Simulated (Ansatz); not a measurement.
# SrO (Fm-3m) in Ansatz: a series of runs

Aim: see how the results for SrO move with the level of theory and the settings. Levels: PBE, RPBE+D4. Tasks: relaxation of cell and atoms.

Everything below comes from runs of Ansatz 0.2.0. Logs are shortened: lines on timing, memory, paths and dates and some standing lists are left out, and cuts for length are marked.

### 1 The crystal as given

The structure is cubic, space group Fm-3m (No. 225). Conventional cell: a = 5.133 Å, b = 5.133 Å, c = 5.133 Å, α = 90.00°, β = 90.00°, γ = 90.00°. Sr (site symmetry m-3m) is surrounded by 6 O at 2.57 Å. O (site symmetry m-3m) is surrounded by 6 Sr at 2.57 Å.

### 2 Relaxation of cell and atoms, PBE

The input, input.yaml:

```yaml
crystal:
  lattice:
    - [0.0, 2.5663, 2.5663]
    - [2.5663, 0.0, 2.5663]
    - [2.5663, 2.5663, 0.0]
  atoms:
    - { symbol: Sr, position: [0.5, 0.5, 0.5] }
    - { symbol: O, position: [0.0, 0.0, 0.0] }
kpoints:
  mp_grid: { grid: [9, 9, 9] }
scf:
  occupations: { method: fermi_dirac, width: 0.05 }
hamiltonian:
  xc: pbe
  pseudopotentials: { kind: all_electron, lapw: { basis_error: 0.001 } }
output:
  forces: true
  stress: true
relax:
  f_tol: 0.02
  max_steps: 60
  cell: {}
```

Potentials or basis: all-electron LAPW, scalar-relativistic.

On the command line:

```
$ ansatz run input.yaml --threads 1 --pin off --max-ram 3072MiB --backend cpu --events-out ev --progress --plain --runs-dir out
```

Output:

```text
Warning: RAYON_NUM_THREADS=1 ignored (pool sized by the plan → 1); use --threads N
The last accepted step is kept in <dir> (removed where the run ends without a failure and the disk answers)
LAPW: plane waves up to 7.763 Å⁻¹, error target 1.0e-3 eV per atom; small_component_spin mean_spin; O in spheres of 1.200 Å, 6 of its electrons in bands, Dirac shells []; Sr in spheres of 1.290 Å, 28 of its electrons in bands, Dirac shells [] (how accurate: hamiltonian.pseudopotentials.lapw.basis_error, Limitations)
Engine: ansatz 0.2.0, aarch64-unknown-linux-gnu
Pseudopotentials: kind: all_electron
Pseudopotential: Sr, LAPW, valence charge 28, lapw/all_electron/scalar/gaussian/Sr, Koelling and Harmon's equation, gaussian nucleus
Pseudopotential: O, LAPW, valence charge 6, lapw/all_electron/scalar/gaussian/O, Koelling and Harmon's equation, gaussian nucleus
Functional definition: PBE
  parameter kappa = 0.804
  parameter beta = 0.06672455060314922
  exchange = pbe_x(kappa = kappa, mu = beta*pi^2/3)
  correlation = pbe_c(beta = beta)
Crystal: 2 atoms, lattice volume = 33.803 Å³
Basis set: ecut = 229.59704631766314 eV, 283 PW (Γ), exchange–correlation at level 2
Bands: 21, of which v1, the nominal top of the filled ones, is band 17 counted from 1 (16 counted from 0)
Symmetry: 48 space group operations
Space group: Fm-3m (ITA 225), of the structure as read, at distance tolerance 3.2e-5 Å
k-points: 35 of 729
Non-local potential: Sr, projectors of the file, none
Non-local potential: O, projectors of the file, none
Initial density: superposition of atomic densities (chi_scale 0.1, normalization cell, long waves kept (reshape's long-wave potential 0.00 eV rms))
Initial wavefunctions: plane waves of lowest kinetic energy (no species holds an atomic orbital)
Functional: x = pbe(κ = 0.804, μ = 0.2195149727645171), c = pbe(β = 0.06672455060314922)
iter 1 solved again at ethr=8.71e-3 eV; its pass at ethr=1.00e-1 eV (dr2=2.96e0 eV) is discarded
SCF iter   1: F=—  HF=-88572.571794 eV  |F-HF|=—  |Δ(HF+E_count)|=         —  Δρ=7.55e-2  dr2=2.96e0  ethr=8.71e-3  ⟨swp⟩=2.0  Hψ=4530  notcnv=0
preconditioner: auto → none  [insulator: Δε(μ)=6.471 eV  Ē_g=17.368 eV  σ=0.050 eV  W_gap=1.00  n_scr=14 (ndim 8)  ℏωp=23.9 eV  f_vac=0.000  D(μ)=0.00/eV (n_scr^D=0)  ε∞_Penn≈2.9]
SCF iter   2: F=—  HF=-88571.879065 eV  |F-HF|=—  |Δ(HF+E_count)|=   6.93e-1  Δρ=4.28e-2  dr2=8.73e-1  ethr=8.71e-3  ⟨swp⟩=3.0  Hψ=2346  notcnv=0
SCF iter   3: F=—  HF=-88570.469638 eV  |F-HF|=—  |Δ(HF+E_count)|=    1.41e0  Δρ=1.94e-2  dr2=1.98e-1  ethr=2.57e-3  ⟨swp⟩=3.0  Hψ=2284  notcnv=0
SCF iter   4: F=—  HF=-88570.534183 eV  |F-HF|=—  |Δ(HF+E_count)|=         —  Δρ=1.84e-2  dr2=1.85e-1  ethr=5.82e-4  ⟨swp⟩=3.0  Hψ=2466  notcnv=0
the basis was enlarged: its passes take 33.2 KiB over the memory plan, 1 of 1 planned eigensolver slots
SCF iter   5: F=—  HF=-88570.455038 eV  |F-HF|=—  |Δ(HF+E_count)|=   7.91e-2  Δρ=6.53e-3  dr2=2.32e-2  ethr=5.44e-4  ⟨swp⟩=2.0  Hψ=2100  notcnv=0
iter 6 solved again at ethr=2.06e-7 eV; its pass at ethr=6.82e-5 eV (dr2=7.00e-5 eV) is discarded
SCF iter   6: F=—  HF=-88570.443762 eV  |F-HF|=—  |Δ(HF+E_count)|=   1.13e-2  Δρ=3.55e-4  dr2=6.99e-5  ethr=2.06e-7  ⟨swp⟩=3.0  Hψ=3798  notcnv=0
SCF iter   7: F=—  HF=-88570.443696 eV  |F-HF|=—  |Δ(HF+E_count)|=   6.57e-5  Δρ=9.85e-5  dr2=5.24e-6  ethr=2.06e-7  ⟨swp⟩=2.0  Hψ=2100  notcnv=0
SCF iter   8: F=-88570.443705 eV  HF=-88570.443705 eV  |F-HF|=1.58e-8  |Δ(HF+E_count)|=   8.14e-6  Δρ=7.94e-6  dr2=2.84e-8  ethr=1.54e-8  ⟨swp⟩=2.0  Hψ=2100  notcnv=0
SCF 1 converged in 8 iterations: F = -88570.443705 eV  dr2 = 2.84e-8
relax step   1: F+E_penalty+E_count = -88570.44370455 eV  Δ(F+E_penalty+E_count) = +0.000e0 eV  max|allowed force component| = 3.328e-31 eV/Å  Δτ_max = 0.0000 Å  P = +3.326 GPa  Ω = 33.803 Å³  (8 SCF iters, accepted)
Crystal: 2 atoms, lattice volume = 36.184 Å³
Basis set: ecut = 219.41136190617672 eV, 283 PW (Γ), exchange–correlation at level 2
Initial density: handed on by an earlier stage of this run
Initial wavefunctions: those handed on with the density
iter 1 solved again at ethr=1.67e-6 eV; its pass at ethr=1.00e-1 eV (dr2=5.68e-4 eV) is discarded
SCF iter   1: F=—  HF=-88570.447269 eV  |F-HF|=—  |Δ(HF+E_count)|=         —  Δρ=9.86e-4  dr2=5.71e-4  ethr=1.67e-6  ⟨swp⟩=4.5  Hψ=3892  notcnv=0
preconditioner: auto → none  [insulator: Δε(μ)=3.424 eV  Ē_g=15.958 eV  σ=0.050 eV  W_gap=1.00  n_scr=14 (ndim 8)  ℏωp=23.1 eV  f_vac=0.115  D(μ)=0.00/eV (n_scr^D=0)  ε∞_Penn≈3.1]
SCF iter   2: F=—  HF=-88570.447278 eV  |F-HF|=—  |Δ(HF+E_count)|=   9.38e-6  Δρ=4.20e-4  dr2=8.13e-5  ethr=1.67e-6  ⟨swp⟩=3.0  Hψ=2172  notcnv=0
SCF iter   3: F=—  HF=-88570.447077 eV  |F-HF|=—  |Δ(HF+E_count)|=   2.01e-4  Δρ=2.47e-4  dr2=3.23e-5  ethr=2.39e-7  ⟨swp⟩=3.0  Hψ=2207  notcnv=0
iter 4 solved again at ethr=1.11e-9 eV; its pass at ethr=9.50e-8 eV (dr2=3.79e-7 eV) is discarded
SCF iter   4: F=—  HF=-88570.447097 eV  |F-HF|=—  |Δ(HF+E_count)|=   2.02e-5  Δρ=3.32e-5  dr2=3.79e-7  ethr=1.11e-9  ⟨swp⟩=2.0  Hψ=3650  notcnv=0
SCF iter   5: F=-88570.447099 eV  HF=-88570.447099 eV  |F-HF|=8.84e-8  |Δ(HF+E_count)|=   1.36e-6  Δρ=8.75e-6  dr2=2.86e-8  ethr=1.11e-9  ⟨swp⟩=3.0  Hψ=2255  notcnv=0
SCF 2 converged in 5 iterations: F = -88570.447099 eV  dr2 = 2.86e-8
relax step   2: F+E_penalty+E_count = -88570.44709884 eV  Δ(F+E_penalty+E_count) = -3.394e-3 eV  max|allowed force component| = 7.371e-30 eV/Å  Δτ_max = 0.0000 Å  P = -2.507 GPa  Ω = 36.184 Å³  (5 SCF iters, accepted)
Crystal: 2 atoms, lattice volume = 35.121 Å³
Basis set: ecut = 223.81696689096523 eV, 283 PW (Γ), exchange–correlation at level 2
iter 1 solved again at ethr=3.77e-7 eV; its pass at ethr=1.00e-1 eV (dr2=1.28e-4 eV) is discarded
SCF iter   1: F=—  HF=-88570.456231 eV  |F-HF|=—  |Δ(HF+E_count)|=         —  Δρ=4.89e-4  dr2=1.35e-4  ethr=3.77e-7  ⟨swp⟩=4.3  Hψ=3930  notcnv=0
preconditioner: auto → none  [insulator: Δε(μ)=3.363 eV  Ē_g=16.057 eV  σ=0.050 eV  W_gap=1.00  n_scr=14 (ndim 8)  ℏωp=23.4 eV  f_vac=0.111  D(μ)=0.00/eV (n_scr^D=0)  ε∞_Penn≈3.1]
SCF iter   2: F=—  HF=-88570.456230 eV  |F-HF|=—  |Δ(HF+E_count)|=   9.57e-7  Δρ=2.23e-4  dr2=2.29e-5  ethr=3.77e-7  ⟨swp⟩=3.0  Hψ=2187  notcnv=0
SCF iter   3: F=—  HF=-88570.456178 eV  |F-HF|=—  |Δ(HF+E_count)|=   5.24e-5  Δρ=1.11e-4  dr2=6.25e-6  ethr=6.74e-8  ⟨swp⟩=3.0  Hψ=2207  notcnv=0
iter 4 solved again at ethr=1.68e-10 eV; its pass at ethr=1.84e-8 eV (dr2=5.71e-8 eV) is discarded
SCF iter   4: F=-88570.456191 eV  HF=-88570.456190 eV  |F-HF|=2.01e-7  |Δ(HF+E_count)|=   1.26e-5  Δρ=1.33e-5  dr2=5.72e-8  ethr=1.68e-10  ⟨swp⟩=2.1  Hψ=3650  notcnv=0
SCF 3 converged in 4 iterations: F = -88570.456191 eV  dr2 = 5.72e-8
relax step   3: F+E_penalty+E_count = -88570.45619068 eV  Δ(F+E_penalty+E_count) = -9.092e-3 eV  max|allowed force component| = 4.889e-31 eV/Å  Δτ_max = 0.0000 Å  P = -0.169 GPa  Ω = 35.121 Å³  (4 SCF iters, accepted)
Crystal: 2 atoms, lattice volume = 35.046 Å³
Basis set: ecut = 224.1331894050645 eV, 283 PW (Γ), exchange–correlation at level 2
iter 1 solved again at ethr=2.38e-9 eV; its pass at ethr=1.00e-1 eV (dr2=8.09e-7 eV) is discarded
SCF iter   1: F=—  HF=-88570.456216 eV  |F-HF|=—  |Δ(HF+E_count)|=         —  Δρ=4.11e-5  dr2=8.50e-7  ethr=2.38e-9  ⟨swp⟩=5.0  Hψ=3898  notcnv=0
preconditioner: auto → none  [insulator: Δε(μ)=3.379 eV  Ē_g=16.071 eV  σ=0.050 eV  W_gap=1.00  n_scr=14 (ndim 8)  ℏωp=23.5 eV  f_vac=0.111  D(μ)=0.00/eV (n_scr^D=0)  ε∞_Penn≈3.1]
SCF iter   2: F=—  HF=-88570.456228 eV  |F-HF|=—  |Δ(HF+E_count)|=   1.14e-5  Δρ=1.72e-5  dr2=1.08e-7  ethr=2.38e-9  ⟨swp⟩=3.0  Hψ=2186  notcnv=0
SCF iter   3: F=-88570.456228 eV  HF=-88570.456228 eV  |F-HF|=6.55e-8  |Δ(HF+E_count)|=   1.45e-7  Δρ=1.31e-5  dr2=7.31e-8  ethr=3.19e-10  ⟨swp⟩=3.0  Hψ=2207  notcnv=0
SCF 4 converged in 3 iterations: F = -88570.456228 eV  dr2 = 7.31e-8
relax step   4: F+E_penalty+E_count = -88570.45622770 eV  Δ(F+E_penalty+E_count) = -3.702e-5 eV  max|allowed force component| = 4.725e-30 eV/Å  Δτ_max = 0.0000 Å  P = +0.010 GPa  Ω = 35.046 Å³  (3 SCF iters, accepted)
iter 1 solved again at ethr=2.16e-10 eV; its pass at ethr=1.00e-1 eV (dr2=7.35e-8 eV) is discarded
SCF iter   1: F=—  HF=-88570.456215 eV  |F-HF|=—  |Δ(HF+E_count)|=         —  Δρ=1.32e-5  dr2=7.40e-8  ethr=2.16e-10  ⟨swp⟩=3.3  Hψ=3531  notcnv=0
preconditioner: auto → none  [insulator: Δε(μ)=3.380 eV  Ē_g=16.071 eV  σ=0.050 eV  W_gap=1.00  n_scr=14 (ndim 8)  ℏωp=23.5 eV  f_vac=0.111  D(μ)=0.00/eV (n_scr^D=0)  ε∞_Penn≈3.1]
SCF iter   2: F=-88570.456226 eV  HF=-88570.456226 eV  |F-HF|=3.78e-9  |Δ(HF+E_count)|=   1.12e-5  Δρ=5.79e-6  dr2=1.04e-8  ethr=2.16e-10  ⟨swp⟩=3.0  Hψ=2276  notcnv=0
SCF 5 converged in 2 iterations: F = -88570.456226 eV  dr2 = 1.04e-8
relax step   5: F+E_penalty+E_count = -88570.45622621 eV  Δ(F+E_penalty+E_count) = +1.489e-6 eV  max|allowed force component| = 4.528e-30 eV/Å  Δτ_max = 0.0000 Å  P = +0.009 GPa  Ω = 35.046 Å³  stress off target by 8.85e-3 GPa  SCF on the basis re-selected at this cell (its energy is not comparable with the rows above)  (2 SCF iters)
basis re-selected at this cell: Δ(F+E_penalty+E_count) = +1.489e-6 eV, ΔP = -0.001 GPa vs the last step (what re-selecting the basis moved, after the strain that the cell walked since its last selection, with what the two solves' SCF thresholds leave and, on support functions, any second-order correction that the steps lacked; it is no measure of the basis error at this ecutwfc). This SCF's stress stands 8.85e-3 GPa from its target on what of the cell is left free (relax.cell.stress_tol is 5.00e-2 GPa) and its largest allowed force component is 4.53e-30 eV/Å (relax.f_tol is 2.00e-2 eV/Å): within both
SCF converged after 2 iterations
Free energy (F): -88570.456226 eV
Harris-Foulkes:  -88570.456226 eV  (|F-HF|=3.78e-9)
Internal energy: -88570.456226 eV  (E = F + TS)
E sigma→0 (E₀):  -88570.456226 eV
Fermi energy:    10.742222 eV
--- Per-component energies (eV) ---
  E_band       = -3202.938470
  E_kinetic    = 91133.963444
  E_xc         = -3098.140333
  E_electrostatic = -176606.279337  (all electrons and nuclei)
  E_smearing   = -0.000000  (= −TS)
  E_closure    = 0.000000  (closes the sum)
  E_atoms      = -88558.394032  (free atoms, spherical and without spin; not in F)
  Σ components = -88570.456226   (vs F -88570.456226, Δ=0.00e0)
  Basis errors (estimates in eV, not in F): energy 4.1e-4 per atom: plane waves 3.7e-4 (2.0e-4 summed), levels above the bands 8.5e-42, relativity 6.1e-8, radial functions 3.6e-5, core shells 5.1e-8; eigenvalues (radial functions only) 1.5e-5; not estimated: angular momenta, meshes, grids; target (lapw.basis_error) 1.0e-3; muffin-tin radii O 1.214 Å, Sr 1.305 Å
--- Forces (eV/Å), atoms counted from 1 ---
  atom   1  Sr     0.00000000    -0.00000000     0.00000000
  atom   2  O     -0.00000000     0.00000000     0.00000000
  max |Σ_I F_I| component: 8.83e-30 eV/Å
--- Stress (GPa, compression-positive) ---
        0.008845      -0.000000      -0.000000
       -0.000000       0.008845      -0.000000
       -0.000000      -0.000000       0.008845
  P = ⅓ Tr σ = 0.0088 GPa (0.088 kbar)
--- Relaxed structure (4 steps of the walk, 4 accepted, 1 SCFs on fresh bases) ---
  F+E_penalty+E_count = -88570.45622621 eV   max|allowed force component| = 4.528e-30 eV/Å   (the final SCF, on the basis selected at the relaxed cell)
  cell:  # Å, volume = 35.0463 Å³
    - [8.662132455922504e-34, 2.59739192921622, 2.59739192921622]
    - [2.59739192921622, 1.0190744065791182e-33, 2.59739192921622]
    - [2.59739192921622, 2.59739192921622, 2.5476860164477955e-34]
  atoms:
    - { symbol: Sr, position: [0.49999999999999994, 0.49999999999999994, 0.49999999999999994] }
    - { symbol: O, position: [3.126956358038002e-36, 7.817390894994962e-37, -1.9543477237698137e-35] }
```

Wall time 21 s (1 thread of Arm Neoverse V1, shared host); peak memory 0.27 GiB.

What came out:

| Quantity | Value |
| --- | --- |
| Free energy | -88570.4562 eV |
| Relaxed volume | 17.52 Å³/atom |
| Relaxed cell | a = 3.673 Å, b = 3.673 Å, c = 3.673 Å, α = 60.00°, β = 60.00°, γ = 60.00° |
| Space group after relaxing (to 0.05 Å) | Fm-3m (No. 225) |
| Energy gained by relaxing | 6.3 meV/atom |
| Ionic steps | 5 |
| Pressure after relaxing | 0.0 GPa |
| Band gap on the k mesh | 3.38 eV |

The path:
| step | energy change (eV) | largest force (eV/Å) | volume (Å³) |
| --- | --- | --- | --- |
| 1 | 0.0000 | 0.0000 | 33.80 |
| 2 | -0.0034 | 0.0000 | 36.18 |
| 3 | -0.0125 | 0.0000 | 35.12 |
| 4 | -0.0125 | 0.0000 | 35.05 |
| 5 | -0.0125 | 0.0000 | 35.05 |

Final structure:
```cif
data_structure
_symmetry_space_group_name_H-M 'P 1'
_symmetry_Int_Tables_number 1
_cell_length_a 3.6733
_cell_length_b 3.6733
_cell_length_c 3.6733
_cell_angle_alpha 60.000
_cell_angle_beta 60.000
_cell_angle_gamma 60.000
_cell_volume 35.05
loop_
_atom_site_label
_atom_site_type_symbol
_atom_site_fract_x
_atom_site_fract_y
_atom_site_fract_z
_atom_site_occupancy
Sr1 Sr 0.50000 0.50000 0.50000 1
O1 O 0.00000 0.00000 0.00000 1
```

Caveat: an odd mesh through Γ misses points on the zone boundary, where band edges often lie.

### 3 Relaxation of cell and atoms, RPBE+D4

Edit input.yaml of step 2 so:

```diff
@@ -13,3 +13,4 @@
 hamiltonian:
-  xc: pbe
+  xc: rpbe
+  dispersion: d4
   pseudopotentials: { kind: all_electron, lapw: { basis_error: 0.001 } }
@@ -19,3 +20,3 @@
 relax:
-  f_tol: 0.02
+  f_tol: 0.01
   max_steps: 60
```

Potentials or basis: all-electron LAPW, scalar-relativistic.

On the command line:

```
$ ansatz run input.yaml --threads 1 --pin off --max-ram 3072MiB --backend cpu --events-out ev --progress --plain --runs-dir out
```

Output:

```text
Warning: RAYON_NUM_THREADS=1 ignored (pool sized by the plan → 1); use --threads N
[... 1 set-up line as earlier in the session ...]
LAPW: plane waves up to 7.753 Å⁻¹, error target 1.0e-3 eV per atom; small_component_spin mean_spin; O in spheres of 1.200 Å, 6 of its electrons in bands, Dirac shells []; Sr in spheres of 1.290 Å, 28 of its electrons in bands, Dirac shells [] (how accurate: hamiltonian.pseudopotentials.lapw.basis_error, Limitations)
[... 4 set-up lines as earlier in the session ...]
Functional definition: RPBE
[... 2 set-up lines as earlier in the session ...]
  exchange = rpbe_x(kappa = kappa, mu = beta*pi^2/3)
[... 1 set-up line as earlier in the session ...]
Crystal: 2 atoms, lattice volume = 33.803 Å³
Basis set: ecut = 229.0007674062913 eV, 283 PW (Γ), exchange–correlation at level 2
Bands: 21, of which v1, the nominal top of the filled ones, is band 17 counted from 1 (16 counted from 0)
[... 2 set-up lines as earlier in the session ...]
k-points: 35 of 729
[... 4 set-up lines as earlier in the session ...]
Functional: x = rpbe, c = pbe(β = 0.06672455060314922)
iter 1 solved again at ethr=8.88e-3 eV; its pass at ethr=1.00e-1 eV (dr2=3.02e0 eV) is discarded
[... 41 lines left out ...]
SCF iter   1: F=—  HF=-88579.496045 eV  |F-HF|=—  |Δ(HF+E_count)|=         —  Δρ=3.81e-5  dr2=7.11e-7  ethr=2.00e-9  ⟨swp⟩=5.0  Hψ=3898  notcnv=0
preconditioner: auto → none  [insulator: Δε(μ)=3.496 eV  Ē_g=16.189 eV  σ=0.050 eV  W_gap=1.00  n_scr=14 (ndim 8)  ℏωp=23.5 eV  f_vac=0.115  D(μ)=0.00/eV (n_scr^D=0)  ε∞_Penn≈3.1]
SCF iter   2: F=—  HF=-88579.496060 eV  |F-HF|=—  |Δ(HF+E_count)|=   1.45e-5  Δρ=1.56e-5  dr2=9.80e-8  ethr=2.00e-9  ⟨swp⟩=3.0  Hψ=2199  notcnv=0
SCF iter   3: F=-88579.496060 eV  HF=-88579.496060 eV  |F-HF|=1.12e-7  |Δ(HF+E_count)|=   1.38e-7  Δρ=1.13e-5  dr2=4.96e-8  ethr=2.88e-10  ⟨swp⟩=3.0  Hψ=2208  notcnv=0
SCF 4 converged in 3 iterations: F = -88579.496060 eV  dr2 = 4.96e-8
relax step   4: F+E_penalty+E_count = -88579.49605969 eV  Δ(F+E_penalty+E_count) = -2.918e-5 eV  max|allowed force component| = 4.725e-32 eV/Å  Δτ_max = 0.0000 Å  P = +0.008 GPa  Ω = 35.053 Å³  (3 SCF iters, accepted)
iter 1 solved again at ethr=1.47e-10 eV; its pass at ethr=1.00e-1 eV (dr2=5.00e-8 eV) is discarded
SCF iter   1: F=—  HF=-88579.496045 eV  |F-HF|=—  |Δ(HF+E_count)|=         —  Δρ=1.14e-5  dr2=5.05e-8  ethr=1.47e-10  ⟨swp⟩=3.7  Hψ=3769  notcnv=0
preconditioner: auto → none  [insulator: Δε(μ)=3.497 eV  Ē_g=16.190 eV  σ=0.050 eV  W_gap=1.00  n_scr=14 (ndim 8)  ℏωp=23.5 eV  f_vac=0.115  D(μ)=0.00/eV (n_scr^D=0)  ε∞_Penn≈3.1]
SCF iter   2: F=-88579.496059 eV  HF=-88579.496059 eV  |F-HF|=3.02e-8  |Δ(HF+E_count)|=   1.42e-5  Δρ=5.00e-6  dr2=7.08e-9  ethr=1.47e-10  ⟨swp⟩=3.0  Hψ=2380  notcnv=0
SCF 5 converged in 2 iterations: F = -88579.496059 eV  dr2 = 7.08e-9
relax step   5: F+E_penalty+E_count = -88579.49605914 eV  Δ(F+E_penalty+E_count) = +5.555e-7 eV  max|allowed force component| = 3.862e-31 eV/Å  Δτ_max = 0.0000 Å  P = +0.007 GPa  Ω = 35.053 Å³  stress off target by 7.08e-3 GPa  SCF on the basis re-selected at this cell (its energy is not comparable with the rows above)  (2 SCF iters)
basis re-selected at this cell: Δ(F+E_penalty+E_count) = +5.555e-7 eV, ΔP = -0.001 GPa vs the last step (what re-selecting the basis moved, after the strain that the cell walked since its last selection, with what the two solves' SCF thresholds leave and, on support functions, any second-order correction that the steps lacked; it is no measure of the basis error at this ecutwfc). This SCF's stress stands 7.08e-3 GPa from its target on what of the cell is left free (relax.cell.stress_tol is 5.00e-2 GPa) and its largest allowed force component is 3.86e-31 eV/Å (relax.f_tol is 1.00e-2 eV/Å): within both
SCF converged after 2 iterations
Free energy (F): -88579.496059 eV
Harris-Foulkes:  -88579.496059 eV  (|F-HF|=3.02e-8)
Internal energy: -88579.496059 eV  (E = F + TS)
E sigma→0 (E₀):  -88579.496059 eV
Fermi energy:    10.979294 eV
--- Per-component energies (eV) ---
  E_band       = -3199.714502
  E_kinetic    = 91144.952201
  E_xc         = -3107.108140
  E_electrostatic = -176616.727082  (all electrons and nuclei)
  E_disp       = -0.613039  (pairwise vdW)
  E_smearing   = -0.000000  (= −TS)
  E_closure    = 0.000000  (closes the sum)
  E_atoms      = -88567.506067  (free atoms, spherical and without spin; not in F)
  Σ components = -88579.496059   (vs F -88579.496059, Δ=0.00e0)
  Basis errors (estimates in eV, not in F): energy 4.9e-4 per atom: plane waves 4.5e-4 (2.4e-4 summed), levels above the bands 8.1e-42, relativity 3.2e-8, radial functions 3.6e-5, core shells 5.0e-8; eigenvalues (radial functions only) 1.6e-5; not estimated: angular momenta, meshes, grids; target (lapw.basis_error) 1.0e-3; muffin-tin radii O 1.214 Å, Sr 1.306 Å
--- Forces (eV/Å), atoms counted from 1 ---
  atom   1  Sr    -0.00000000    -0.00000000     0.00000000
  atom   2  O      0.00000000     0.00000000     0.00000000
  max |Σ_I F_I| component: 8.05e-31 eV/Å
--- Stress (GPa, compression-positive) ---
        0.007077      -0.000000      -0.000000
       -0.000000       0.007077      -0.000000
       -0.000000      -0.000000       0.007077
  P = ⅓ Tr σ = 0.0071 GPa (0.071 kbar)
--- Relaxed structure (4 steps of the walk, 4 accepted, 1 SCFs on fresh bases) ---
  F+E_penalty+E_count = -88579.49605914 eV   max|allowed force component| = 3.862e-31 eV/Å   (the final SCF, on the basis selected at the relaxed cell)
  cell:  # Å, volume = 35.0532 Å³
    - [1.5286116098686774e-34, 2.5975626035891293, 2.5975626035891293]
    - [2.5975626035891293, 1.4267041692107653e-33, 2.5975626035891293]
    - [2.5975626035891293, 2.5975626035891293, 1.9871950928292805e-33]
  atoms:
    - { symbol: Sr, position: [0.5, 0.5, 0.5] }
    - { symbol: O, position: [2.3452172685317065e-36, -1.5634781790236554e-36, -2.8142607222282275e-35] }
```

Run time: 22 s. Hardware: 1 thread of Arm Neoverse V1, shared host; peak memory 0.27 GiB.

What came out:

| Item | Value |
| --- | --- |
| Free energy | -88579.4961 eV |
| Relaxed volume | 17.53 Å³/atom |
| Relaxed cell | a = 3.674 Å, b = 3.674 Å, c = 3.674 Å, α = 60.00°, β = 60.00°, γ = 60.00° |
| Space group after relaxing (to 0.05 Å) | Fm-3m (No. 225) |
| Energy gained by relaxing | 6.0 meV/atom |
| Ionic steps | 5 |
| Pressure after relaxing | 0.0 GPa |
| Band gap on the k mesh | 3.50 eV |

The path:
```
step  energy change (eV)  largest force (eV/Å)  volume (Å³)
   1              0.0000                0.0000        33.80
   2             -0.0048                0.0000        36.09
   3             -0.0121                0.0000        35.12
   4             -0.0121                0.0000        35.05
   5             -0.0121                0.0000        35.05
```

Final structure:
```yaml
crystal:
  lattice:
    - [0.00000, 2.59756, 2.59756]
    - [2.59756, 0.00000, 2.59756]
    - [2.59756, 2.59756, 0.00000]
  atoms:
    - { symbol: Sr, position: [0.50000, 0.50000, 0.50000] }
    - { symbol: O, position: [0.00000, 0.00000, 0.00000] }
```

Caveat: an odd mesh through Γ misses points on the zone boundary, where band edges often lie.
